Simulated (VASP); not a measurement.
# Si12HO24 (a cell with a defect) in VASP: a series of runs, part 2 of 2

VASP 6.6.1. Earlier steps stand in the parts before.

### 3 Single point, r2SCAN

The input, INCAR:

```
PREC     = Accurate       # precision mode
ENCUT    = 450            # plane-wave cutoff, eV
EDIFF    = 1E-6           # SCF threshold, eV
ISMEAR   = 0              # smearing method
SIGMA    = 0.02           # smearing width, eV
LREAL    = F              # projectors in reciprocal space
LASPH    = T              # aspherical terms in the spheres
NELM     = 80             # most SCF steps
ALGO     = Normal         # electronic algorithm
ISIF     = 2              # what is computed and relaxed
LWAVE    = F              # write WAVECAR
LCHARG   = F              # write CHGCAR
METAGGA  = R2SCAN         # meta-GGA
LMIXTAU  = T
```

The input, KPOINTS:

```
regular mesh
0
Gamma
  1 1 1
```

The input, POSCAR:

```
Si12HO24
1.0
    9.8316000000      0.0000000000      0.0000000000
   -4.9158000000      8.5144153600      0.0000000000
    0.0000000000      0.0000000000     10.8182000000
Si O H
24 48 2
Direct
    0.2709099100      0.0094391800      0.1655027100
    0.9985581900      0.2592514300      0.3363694500
    0.2293313700      0.2350352900      0.9973888100
    0.2536999600      0.9943798200      0.6857301500
    0.9943088900      0.2605859300      0.8263963100
    0.2083269900      0.1946535800      0.5153311300
    0.2621491600      0.4975911800      0.1718615900
    0.0071092300      0.7712372900      0.3283148600
    0.2235410900      0.7272896200      0.0054956200
    0.2669434400      0.4925265000      0.6593211300
    0.9964925600      0.7555626100      0.8443723300
    0.2341662800      0.7379975200      0.4999615600
    0.7679183600      0.0027725800      0.1637768200
    0.5150453800      0.2909717700      0.3263891900
    0.7354828800      0.2356065700      0.9947544900
    0.7500254000      0.9945486100      0.6643177100
    0.4988791700      0.2694374300      0.8323993700
    0.7270726000      0.2340685100      0.4992150500
    0.7874783800      0.5096747300      0.1573528400
    0.5014811400      0.7712337700      0.3306460800
    0.7306058600      0.7321122000      0.9989357800
    0.7689976800      0.5017534200      0.6662599300
    0.4892422100      0.7549201000      0.8332459800
    0.7359702800      0.7334614600      0.4949275200
    0.0585994900      0.1851775900      0.4426589500
    0.2910020100      0.3666465000      0.1058264000
    0.1398598500      0.4267424900      0.2869976000
    0.2009835100      0.0720170000      0.0577487200
    0.4066298400      0.3704627500      0.3615348300
    0.4326514900      0.1539250100      0.2217404800
    0.0637104000      0.2018104000      0.9379856800
    0.2961209500      0.3602216000      0.5945064100
    0.1329963000      0.4206365700      0.7662825000
    0.1440959400      0.0534628100      0.6192837800
    0.3618947100      0.2974696100      0.8889306100
    0.4273668200      0.1382933600      0.7227606500
    0.0698422700      0.7005748600      0.4356703700
    0.2976032600      0.8725800500      0.1047948800
    0.1459163000      0.9395625000      0.2791979800
    0.1925934700      0.5656927500      0.0691771200
    0.3725483100      0.8040633200      0.3955902100
    0.4281822600      0.6421691300      0.2206537200
    0.0484628800      0.6811712500      0.9565332700
    0.2831508900      0.8721161200      0.6050312400
    0.1573768100      0.9148317700      0.8113722100
    0.2107464500      0.5753019700      0.5568150000
    0.3464649500      0.7730380600      0.8905284800
    0.4297587500      0.6246495600      0.7230592100
    0.5674995200      0.2199689900      0.4418414100
    0.8114747800      0.3713264800      0.0999751300
    0.6741022500      0.4415287100      0.2761049300
    0.7048024300      0.0708391800      0.0544039400
    0.8598764000      0.2853916600      0.3919929700
    0.9337635900      0.1388796900      0.2191445800
    0.5688786300      0.2097478700      0.9432799200
    0.7969424800      0.3651871000      0.6090898100
    0.6362505700      0.4334820500      0.7744881600
    0.6856066900      0.0652798700      0.5578710000
    0.8594873700      0.2928012300      0.8810256900
    0.9165469200      0.1276861800      0.7199152000
    0.5689396300      0.6934002000      0.4307230900
    0.7919415500      0.8629271600      0.1084292300
    0.6399768800      0.9359748100      0.2761740900
    0.7067804900      0.5682967600      0.0547796900
    0.8688771100      0.7964578400      0.3870153500
    0.9505596500      0.6538900700      0.2097545600
    0.5644435100      0.7011425300      0.9437322700
    0.7805881900      0.8618020400      0.6029322100
    0.6206643000      0.9221698500      0.7749832700
    0.7103227700      0.5713318500      0.5546426500
    0.8615482000      0.7938688900      0.8892565300
    0.9332905500      0.6387354700      0.7249986100
    0.4850341500      0.5121252800      0.3872185800
    0.2926452400      0.1351483600      0.4422009000
```

Potentials or basis: VASP PAW PBE potentials, release 64 (Si, O, H).

The run is started by

```console
cat potpaw_PBE.64/Si/POTCAR potpaw_PBE.64/O/POTCAR potpaw_PBE.64/H/POTCAR > POTCAR
mpirun -np 1 vasp_std > vasp.out
```

OUTCAR:

```text
PREC = Accurate
   ENCUT = 450
   EDIFF = 1E-6
   ISMEAR = 0
   LREAL = F
   LASPH = T
   NELM = 80
   ISIF = 2
   METAGGA = R2SCAN

 ion  position               nearest neighbor table
   1  0.271  0.009  0.166-  28 1.62  39 1.63  30 1.63  38 1.63   8 3.04   3 3.05   9 3.10  14 3.13

   2  0.999  0.259  0.336-  25 1.62  53 1.62  27 1.62  54 1.63  13 3.04   7 3.05  18 3.10   6 3.12

   3  0.229  0.235  0.997-  28 1.62  26 1.62  31 1.62  35 1.63   1 3.05   5 3.07  17 3.07   7 3.08
[... 40 lines left out ...]
  25  0.059  0.185  0.443-   2 1.62   6 1.63
  26  0.291  0.367  0.106-   7 1.62   3 1.62
  27  0.140  0.427  0.287-   2 1.62   7 1.63
[... 576 lines left out ...]
  Total      -21.6944274    -26.6462821    -14.8233533      1.7885563     -7.8514738      0.5060394
  in kB      -38.3817468    -47.1425601    -26.2254532      3.1643110    -13.8908150      0.8952841
  external PRESSURE =     -37.2499200 kB  Pullay stress =       0.0000000 kB

 VOLUME and BASIS-vectors are now :
 -----------------------------------------------------------------------------
  energy-cutoff  :      450.00
  volume of cell :      905.60
      direct lattice vectors                 reciprocal lattice vectors
     9.831600000  0.000000000  0.000000000     0.101712844  0.058723938  0.000000000
    -4.915800000  8.514415360  0.000000000     0.000000000  0.117447876  0.000000000
     0.000000000  0.000000000 10.818200000     0.000000000  0.000000000  0.092436819

 POSITION                                       TOTAL-FORCE (eV/Angst)
 -----------------------------------------------------------------------------------
      2.61708      0.08037      1.79044         0.039816      0.141750      0.050106
      8.54300      2.20737      3.63891         0.048404      0.073293      0.023385
      1.09931      2.00119     10.78995         0.004689     -0.024356      0.067395
     -2.39390      8.46656      7.41837         0.008980      0.021042      0.066341
      8.49466      2.21874      8.94012        -0.013732      0.032192     -0.004301
      1.09131      1.65736      5.57496         0.016468      0.083019     -0.096986
[... 66 lines left out ...]
      2.25116      4.36045      4.18901        -0.183835     -4.222944     -0.871828
      2.21281      1.15071      4.78382        -0.201297      0.060365      0.160365
 -----------------------------------------------------------------------------------
    total drift:                               -0.002538      0.000658     -0.001363

  FREE ENERGIE OF THE ION-ELECTRON SYSTEM (eV)
  ---------------------------------------------------
  free  energy   TOTEN  =      -719.0980890113 eV

  energy  without entropy=     -719.0980890113  energy(sigma->0) =     -719.09808901
```

Wall time 49 min (1 thread of Intel Xeon Platinum 8175M at 2.50GHz (Skylake/Cascade Lake), shared host); peak memory 0.92 GiB.

Results:

```yaml
Free_energy: -719.0981 eV
Largest_force: 4.316 eV/Å
Band_gap_on_the_k_mesh: 5.61 eV, direct
```

Forces on the atoms (eV/Å):
```
Si   0.040  0.142  0.050
Si   0.048  0.073  0.023
Si   0.005 -0.024  0.067
Si   0.009  0.021  0.066
Si  -0.014  0.032 -0.004
Si   0.016  0.083 -0.097
Si   0.058 -0.165  0.022
Si   0.099  0.061 -0.101
Si  -0.022 -0.074  0.023
Si   0.036 -0.096 -0.004
Si   0.050  0.071  0.032
Si  -0.105 -0.040  0.062
Si   0.105  0.083 -0.082
Si  -0.513  0.440  0.166
Si  -0.028  0.015  0.018
Si   0.016  0.123  0.068
Si  -0.041  0.021  0.011
Si  -0.137  0.005 -0.086
Si  -0.004 -0.102  0.126
Si  -0.546  0.325 -0.555
Si  -0.014 -0.069  0.001
Si   0.071 -0.071  0.038
Si  -0.024  0.023  0.046
Si   0.683  0.098  0.366
O    0.055  0.192 -0.085
O   -0.286 -0.010 -0.152
O    0.078 -0.189 -0.207
O    0.146  0.225  0.116
O    0.543  4.008  0.961
O   -0.159 -0.146  0.017
O    0.091  0.233 -0.164
O   -0.323 -0.035  0.055
O    0.130 -0.201 -0.122
O    0.339  0.121 -0.017
O    0.124 -0.236  0.118
O   -0.262 -0.004  0.204
O    0.103  0.280 -0.118
O   -0.259 -0.084 -0.111
O    0.083 -0.311 -0.169
O    0.193  0.240  0.123
O    0.255 -0.283  0.094
O   -0.156  0.148  0.324
O    0.107  0.290 -0.189
O   -0.200 -0.075 -0.087
O   -0.041 -0.205 -0.261
O    0.144  0.236  0.105
O    0.136 -0.169  0.136
O   -0.267  0.049  0.103
O    0.351  0.165 -0.082
O   -0.270 -0.026 -0.163
O    0.216 -0.064 -0.321
O    0.164  0.190  0.161
O    0.122 -0.217  0.141
O   -0.290 -0.056  0.153
O    0.133  0.221 -0.176
O   -0.282  0.014 -0.119
O    0.159 -0.191 -0.153
O    0.221  0.151  0.150
O    0.131 -0.238  0.157
O   -0.274 -0.002  0.122
O    0.058 -0.413 -0.192
O   -0.273 -0.005 -0.122
O    0.135 -0.361 -0.010
O    0.171  0.275  0.095
O   -0.069 -0.263  0.198
O   -0.250 -0.001  0.187
O    0.117  0.231 -0.160
O   -0.283 -0.131 -0.288
O    0.166 -0.224 -0.166
O    0.008  0.324  0.039
O    0.126 -0.258  0.175
O   -0.263 -0.013  0.152
H   -0.184 -4.223 -0.872
H   -0.201  0.060  0.160
```

Caveat: the cutoff is under 1.25 times the usual one of these potentials, so pressure, stress and relaxed cells hold a basis-set (Pulay) error; the PAW data sets were made with another functional, which shifts forces and pressure a little. r2SCAN opens gaps a little over a GGA but as a rule still falls short of measured ones.
